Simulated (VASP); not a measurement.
# SiNi3 (Pm-3m) in VASP: single point with r2SCAN

Aim: the single point of SiNi3 with r2SCAN.

All numbers are computed with VASP 6.6.1; they aren't measurements. Logs are shortened: lines on timing, memory, paths and dates and some standing lists are left out, and cuts for length are marked.

### 1 The structure

The structure is cubic, space group Pm-3m (No. 221). Conventional cell: a = 3.465 Å, b = 3.465 Å, c = 3.465 Å, α = 90.00°, β = 90.00°, γ = 90.00°. Si (site symmetry m-3m) has 12 Ni at 2.45 Å as nearest neighbours. Ni (site symmetry 4/mmm) is surrounded by 4 Si at 2.45 Å and 8 Ni at 2.45 Å.

### 2 Single point, r2SCAN

File POSCAR:

```
SiNi3
1.0
    3.4645079434      0.0000000000      0.0000000000
    0.0000000000      3.4645079434      0.0000000000
    0.0000000000      0.0000000000      3.4645079434
Si Ni
1 3
Direct
    0.0000000000      0.0000000000      0.0000000000
    0.0000000000      0.5000000000      0.5000000000
    0.5000000000      0.0000000000      0.5000000000
    0.5000000000      0.5000000000      0.0000000000
```

File INCAR.step1:

```
  PREC = Accurate
  ENCUT = 520
  ISMEAR = 0
  SIGMA = 0.1
  LREAL = F
  LASPH = T
  NELM = 100
  NBANDS = 25
  GGA = PE
  ALGO = Normal
  EDIFF = 1E-4
  LWAVE = T
  LCHARG = F
```

File INCAR.step2:

```
  PREC = Accurate
  ENCUT = 520
  EDIFF = 1E-6
  ISMEAR = 0
  SIGMA = 0.1
  LREAL = F
  LASPH = T
  NELM = 100
  ALGO = Normal
  ISIF = 2
  LWAVE = F
  LCHARG = T
  METAGGA = R2SCAN
  LMIXTAU = T
  LELF = T
  LVHAR = T
  NBANDS = 25
  ISTART = 1
```

File KPOINTS:

```
regular mesh
0
Gamma
  12 12 12
```

Potentials or basis: VASP PAW PBE potentials, release 64 (Si, Ni).

The run is started by

```
cat potpaw_PBE.64/Si/POTCAR potpaw_PBE.64/Ni/POTCAR > POTCAR
cp INCAR.step1 INCAR
mpirun -np 1 vasp_std > vasp.out
cp INCAR.step2 INCAR
mpirun -np 1 vasp_std > vasp.out
```

OUTCAR:

```text
PREC = Accurate
   ENCUT = 520
   EDIFF = 1E-6
   ISMEAR = 0
   LREAL = F
   LASPH = T
   NELM = 100
   ISIF = 2
   METAGGA = R2SCAN
   ISTART = 1

 ion  position               nearest neighbor table
   1  0.000  0.000  0.000-   2 2.45   3 2.45   4 2.45   2 2.45   3 2.45   2 2.45   4 2.45   2 2.45
                             3 2.45   4 2.45   3 2.45   4 2.45
   2  0.000  0.500  0.500-   1 2.45   3 2.45   4 2.45   1 2.45   4 2.45   1 2.45   3 2.45   1 2.45
                             3 2.45   4 2.45   4 2.45   3 2.45
   3  0.500  0.000  0.500-   1 2.45   2 2.45   4 2.45   1 2.45   4 2.45   2 2.45   4 2.45   4 2.45
                             1 2.45   2 2.45   1 2.45   2 2.45
   4  0.500  0.500  0.000-   1 2.45   2 2.45   3 2.45   2 2.45   3 2.45   1 2.45   3 2.45   3 2.45
                             1 2.45   2 2.45   2 2.45   1 2.45

  LATTYP: Found a simple cubic cell.
 ALAT       =     3.4645079434

  Lattice vectors:

 A1 = (   3.4645079434,   0.0000000000,   0.0000000000)
 A2 = (   0.0000000000,   3.4645079434,   0.0000000000)
 A3 = (   0.0000000000,   0.0000000000,   3.4645079434)

Analysis of symmetry for initial positions (statically):
=====================================================================
 Subroutine PRICEL returns:
 Original cell was already a primitive cell.

 Routine SETGRP: Setting up the symmetry group for a
 simple cubic supercell.

 Subroutine GETGRP returns: Found 48 space group operations
 (whereof 48 operations were pure point group operations)
 out of a pool of 48 trial point group operations.

The static configuration has the point symmetry O_h .

Analysis of symmetry for dynamics (positions and initial velocities):
=====================================================================
 Subroutine PRICEL returns:
 Original cell was already a primitive cell.

 Routine SETGRP: Setting up the symmetry group for a
 simple cubic supercell.

 Subroutine GETGRP returns: Found 48 space group operations
 (whereof 48 operations were pure point group operations)
 out of a pool of 48 trial point group operations.

The dynamic configuration has the point symmetry O_h .

 Subroutine INISYM returns: Found 48 space group operations
 (whereof 48 operations are pure point group operations),
 and found     1 'primitive' translations

----------------------------------------------------------------------------------------

                                     Primitive cell

  volume of cell :      41.5838

  direct lattice vectors                    reciprocal lattice vectors
     3.464507943  0.000000000  0.000000000     0.288641278  0.000000000  0.000000000
     0.000000000  3.464507943  0.000000000     0.000000000  0.288641278  0.000000000
     0.000000000  0.000000000  3.464507943     0.000000000  0.000000000  0.288641278

  length of vectors
     3.464507943  3.464507943  3.464507943     0.288641278  0.288641278  0.288641278

  position of ions in fractional coordinates (direct lattice)
     0.000000000  0.000000000  0.000000000
     0.000000000  0.500000000  0.500000000
     0.500000000  0.000000000  0.500000000
     0.500000000  0.500000000  0.000000000

  ion indices of the primitive-cell ions
   primitive index   ion index
                 1           1
                 2           2
                 3           3
                 4           4

----------------------------------------------------------------------------------------

 KPOINTS: regular mesh

Automatic generation of k-mesh.
 Grid dimensions read from file:
 generate k-points for:   12   12   12

 Generating k-lattice:

  Cartesian coordinates                     Fractional coordinates (reciprocal lattice)
     0.024053440  0.000000000  0.000000000     0.083333333  0.000000000  0.000000000
     0.000000000  0.024053440  0.000000000     0.000000000  0.083333333  0.000000000
     0.000000000  0.000000000  0.024053440     0.000000000  0.000000000  0.083333333

  Length of vectors
     0.024053440  0.024053440  0.024053440

  Shift w.r.t. Gamma in fractional coordinates (k-lattice)
     0.000000000  0.000000000  0.000000000

 Subroutine IBZKPT returns following result:
 ===========================================

 Found     84 irreducible k-points:

 Following reciprocal coordinates:
            Coordinates               Weight
  0.000000  0.000000  0.000000      1.000000
  0.083333  0.000000  0.000000      6.000000
  0.166667  0.000000  0.000000      6.000000
  0.250000  0.000000  0.000000      6.000000
  0.333333  0.000000  0.000000      6.000000
  0.416667  0.000000  0.000000      6.000000
[... 16 lines left out ...]
  0.333333  0.333333  0.000000     12.000000
  0.416667  0.333333  0.000000     24.000000
 [... further k-points ...]
   k-points           NKPTS =     84   k-points in BZ     NKDIM =     84   number of bands    NBANDS=     25
   number of dos      NEDOS =    301   number of ions     NIONS =      4
   total plane-waves  NPLWV =  21952
   dimension x,y,z NGX =    28 NGY =   28 NGZ =   28
   dimension x,y,z NGXF=    56 NGYF=   56 NGZF=   56
   ions per type =               1   3
   NGX,Y,Z   is equivalent  to a cutoff of  13.44, 13.44, 13.44 a.u.
   NGXF,Y,Z  is equivalent  to a cutoff of  26.87, 26.87, 26.87 a.u.
 SYSTEM =  unknown system
   PREC   = accura    normal or accurate (medium, high low for compatibility)
   ISTART =      1    job   : 0-new  1-cont  2-samecut
   ICHARG =      0    charge: 1-file 2-atom 10-const
   ISPIN  =      1    spin polarized calculation?
   LNONCOLLINEAR =      F non collinear calculations
   LSORBIT =      F    spin-orbit coupling
   LASPH  =      T    aspherical Exc in radial PAW
   ENCUT  =  520.0 eV  38.22 Ry    6.18 a.u.   6.44  6.44  6.44*2*pi/ulx,y,z
   NELM   =    100;   NELMIN=  2; NELMDL=  0     # of ELM steps
   EDIFF  = 0.1E-05   stopping-criterion for ELM
   LREAL  =      F    real-space projection
   EDIFFG = 0.1E-04   stopping-criterion for IOM
   NSW    =      0    number of steps for IOM
   IBRION =     -1    ionic relax: 0-MD 1-quasi-New 2-CG
   NFREE  =      0    steps in history (QN), initial steepest desc. (CG)
   ISIF   =      2    stress and relaxation
   ISYM   =      2    0-nonsym 1-usesym 2-fastsym
   POTIM  = 0.5000    time-step for ionic-motion
   TEBEG  =    0.0;   TEEND  =   0.0 temperature during run
   PSTRESS=    0.0 pullay stress
   NELECT =      34.0000    total number of electrons
   NUPDOWN=      -1.0000    fix difference up-down
   EMIN   =  10.00;   EMAX   =-10.00  energy-range for DOS
   EFERMI =   0.00;   METHOD = LEGACY
   ISMEAR =     0;   SIGMA  =   0.10  broadening in eV -4-tet -1-fermi 0-gaus
   EFERMI_NEDOS =   21; number of points for ismear=-14 and -15
   IALGO  =     38    algorithm
   IMIX   =      4    mixing-type and parameters
     AMIX     =   0.40;   BMIX     =  1.00
     AMIX_MAG =   1.60;   BMIX_MAG =  1.00
  volume/ion in A,a.u.               =      10.40        70.16
  Fermi-wavevector in a.u.,A,eV,Ry     =   1.530827  2.892844 31.884337  2.343433
  Thomas-Fermi vector in A             =   2.638256
   LORBIT       =      0    0 simple, 1 ext, 2 COOP (PROOUT), +10 PAW based schemes
   METAGGA = R2SCAN    functional components
   LHFCALC =     F    Hartree Fock is set to
   AEXX    =    0.0000 exact exchange contribution
   IVDW    =     0    specifies the selected vdW correction
   LEPSILON=     F    determine dielectric tensor
   LRPA    =     F    only Hartree local field effects (RPA)
 non-spin polarized calculation
 Gauss-broadening in eV      SIGMA  =   0.10
  energy-cutoff  :      520.00
  volume of cell :       41.58
 maximum number of plane-waves:      1141
 NGX is ok and might be reduce to    28
   NGX = 13   NGY = 13   NGZ = 13

 number of electron      33.9999971 magnetization

 Free energy of the ion-electron system (eV)
  ---------------------------------------------------
  ext. energy  EPLUGINS =         0.00000000
  ---------------------------------------------------
  free energy    TOTEN  =       -46.37852665 eV

  energy without entropy =      -46.36803041  energy(sigma->0) =      -46.37327853

 E-fermi :  11.0272     XC(G=0): -14.4144

 val. band max:       11.0048781835   @ k =   0.0833   0.0833   0.0833
 cond. band min:      11.0290518784   @ k =   0.0833   0.0833   0.0000
 fundamental gap:      0.0241736949
 Fermi energy:        11.0272154869

 k-point     1 :       0.0000    0.0000    0.0000
  band No.  band energies     occupation
      1      -1.7675      2.00000
      2       5.7121      2.00000
      3       6.5966      2.00000
      4       6.5966      2.00000
      5       7.1818      2.00000
      6       7.1818      2.00000
[... 17 lines left out ...]
     24      22.5343      0.00000
     25      22.5343      0.00000

 k-point     2 :       0.0833    0.0000    0.0000
  band No.  band energies     occupation
      1      -1.6797      2.00000
      2       5.7338      2.00000
      3       6.4693      2.00000
      4       6.6588      2.00000
      5       7.1721      2.00000
      6       7.1721      2.00000
[... 17 lines left out ...]
     24      22.2061      0.00000
     25      22.3006      0.00000

 k-point     3 :       0.1667    0.0000    0.0000
  band No.  band energies     occupation
      1      -1.4196      2.00000
      2       5.6349      2.00000
      3       6.2113      2.00000
      4       6.8386      2.00000
      5       7.1389      2.00000
      6       7.1389      2.00000
[... 17 lines left out ...]
     24      21.1863      0.00000
     25      21.8358      0.00000

 k-point     4 :       0.2500    0.0000    0.0000
  band No.  band energies     occupation
      1      -0.9993      2.00000
      2       4.9582      2.00000
      3       6.2782      2.00000
      4       7.0780      2.00000
      5       7.0780      2.00000
      6       7.1133      2.00000
[... 17 lines left out ...]
     24      19.8528      0.00000
     25      22.0252      0.00000

 k-point     5 :       0.3333    0.0000    0.0000
  band No.  band energies     occupation
      1      -0.4494      2.00000
      2       4.0100      2.00000
      3       6.4916      2.00000
      4       7.0018      2.00000
      5       7.0018      2.00000
      6       7.4382      2.00000
[... 17 lines left out ...]
     24      19.6486      0.00000
     25      23.3986      0.00000

 k-point     6 :       0.4167    0.0000    0.0000
  band No.  band energies     occupation
      1       0.1403      2.00000
      2       3.1221      2.00000
      3       6.6853      2.00000
      4       6.9389      2.00000
      5       6.9389      2.00000
      6       7.6629      2.00000
[... 17 lines left out ...]
     24      19.3182      0.00000
     25      22.9575      0.00000
[... 393 lines left out ...]
 k-point    21 :       0.4167    0.2500    0.0000
  band No.  band energies     occupation
      1       0.7830      2.00000
      2       3.7418      2.00000
      3       5.7863      2.00000
      4       6.7968      2.00000
      5       7.0276      2.00000
      6       7.8533      2.00000
[... 17 lines left out ...]
     24      21.5586      0.00000
     25      21.6926      0.00000

 k-point    22 :       0.5000    0.2500    0.0000
  band No.  band energies     occupation
      1       1.0647      2.00000
      2       3.3683      2.00000
      3       5.8470      2.00000
      4       6.7804      2.00000
      5       7.0701      2.00000
      6       7.8357      2.00000
[... 17 lines left out ...]
     24      21.5859      0.00000
     25      21.8818      0.00000

 k-point    23 :       0.3333    0.3333    0.0000
  band No.  band energies     occupation
      1       0.7275      2.00000
      2       4.7999      2.00000
      3       4.8985      2.00000
      4       6.7773      2.00000
      5       7.0628      2.00000
      6       7.7078      2.00000
[... 17 lines left out ...]
     24      21.6195      0.00000
     25      22.4550      0.00000

 k-point    24 :       0.4167    0.3333    0.0000
  band No.  band energies     occupation
      1       1.2257      2.00000
      2       4.1367      2.00000
      3       5.1130      2.00000
      4       6.7323      2.00000
      5       7.1522      2.00000
      6       7.8812      2.00000
[... 17 lines left out ...]
     24      21.6288      0.00000
     25      22.7903      0.00000

 [... further k-points ...]

------------------------ aborting loop because EDIFF is reached ----------------------------------------

  FORCE on cell =-STRESS in cart. coord.  units (eV):
  Direction    XX          YY          ZZ          XY          YZ          ZX
  --------------------------------------------------------------------------------------
  -------------------------------------------------------------------------------------
  Total        0.0974471      0.0974471      0.0974471      0.0000000      0.0000000      0.0000000
  in kB        3.7545225      3.7545225      3.7545225      0.0000000      0.0000000      0.0000000
  external PRESSURE =       3.7545225 kB  Pullay stress =       0.0000000 kB

 VOLUME and BASIS-vectors are now :
 -----------------------------------------------------------------------------
  energy-cutoff  :      520.00
  volume of cell :       41.58
      direct lattice vectors                 reciprocal lattice vectors
     3.464507943  0.000000000  0.000000000     0.288641278  0.000000000  0.000000000
     0.000000000  3.464507943  0.000000000     0.000000000  0.288641278  0.000000000
     0.000000000  0.000000000  3.464507943     0.000000000  0.000000000  0.288641278

 POSITION                                       TOTAL-FORCE (eV/Angst)
 -----------------------------------------------------------------------------------
      0.00000      0.00000      0.00000         0.000000      0.000000      0.000000
      0.00000      1.73225      1.73225         0.000000      0.000000      0.000000
      1.73225      0.00000      1.73225         0.000000      0.000000      0.000000
      1.73225      1.73225      0.00000         0.000000      0.000000      0.000000
 -----------------------------------------------------------------------------------
    total drift:                                0.000000      0.000000      0.000000

  FREE ENERGIE OF THE ION-ELECTRON SYSTEM (eV)
  ---------------------------------------------------
  free  energy   TOTEN  =       -46.3785266464 eV

  energy  without entropy=      -46.3680304107  energy(sigma->0) =      -46.37327853
```

Wall time 2.9 min (1 thread of Intel Xeon Platinum 8559C (Emerald Rapids), shared host); peak memory 0.21 GiB.

Results:

| Item | Value |
| --- | --- |
| Free energy | -46.3785 eV |
| Pressure | 0.4 GPa |
| Band gap on the k mesh | none (metal or under the smearing width) |

Caveat: the PAW data sets were made with another functional, which shifts forces and pressure a little.
